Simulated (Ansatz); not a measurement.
Level of theory: DFT, revPBE, plane waves (420 eV) with PAW, scalar-relativistic (Ansatz 0.2.0). (PAW data from PBE, frozen cores regenerated.)

An element in the simple cubic structure gives this curve. The cell is scaled uniformly from the relaxed one, with fractional coordinates and shape fixed. Energies are extrapolated to zero smearing, pressures are those at the given smearing. Magnetic state: spin not included.

```json
{"V (Å³/atom)": "15.713", "E − E₀ (meV/atom)": "164.2", "P (GPa)": "29.06"}
{"V (Å³/atom)": "16.427", "E − E₀ (meV/atom)": "63.8", "P (GPa)": "16.88"}
{"V (Å³/atom)": "17.142", "E − E₀ (meV/atom)": "12.3", "P (GPa)": "7.04"}
{"V (Å³/atom)": "17.856", "E − E₀ (meV/atom)": "0.4", "P (GPa)": "-0.92"}
{"V (Å³/atom)": "18.570", "E − E₀ (meV/atom)": "20.5", "P (GPa)": "-7.37"}
{"V (Å³/atom)": "19.284", "E − E₀ (meV/atom)": "66.5", "P (GPa)": "-12.59"}
{"V (Å³/atom)": "19.999", "E − E₀ (meV/atom)": "133.4", "P (GPa)": "-16.81"}
```

**Question.** Which element is it?
A. rhodium
B. silicon
C. zinc
D. molybdenum

**Answer.** D. Its fit is V₀ = 17.74 Å³/atom, B₀ = 184 GPa, B₀′ = 4.3.
